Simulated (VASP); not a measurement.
# Rb: single point with RPBE

The system is Rb, in a box.

```
Rb
1.0
    10.50000    0.00000    0.00000
     0.00000   11.00000    0.00000
     0.00000    0.00000   11.50000
Rb
1
Cartesian
  5.2500 5.5500 5.7500
```

* Program: VASP 6.6.1
* Task: single point
* Functional: RPBE
* Potentials or basis: VASP PAW PBE potentials, release 64 (Rb_sv)
* Cutoff: 400 eV
* k mesh: 1 × 1 × 1
* Occupations: gaussian, width 0.01 eV
* Spin: collinear spin, ferromagnetic start
* Starting moments: [0.5] μB
* Fixed moment: 1 μB

```json
{"Net moment": "1.00 μB per cell", "Site moments": "Rb +0.04 μB", "Valence electrons inside the program's atomic spheres": "Rb 7.28"}
```

It took 85 s on 1 thread of Intel(R) Xeon(R) 6975P-C (Granite Rapids), with other jobs on the host, peak memory 1 GiB.

Caveat: the total moment is fixed, so each spin has its own Fermi level.
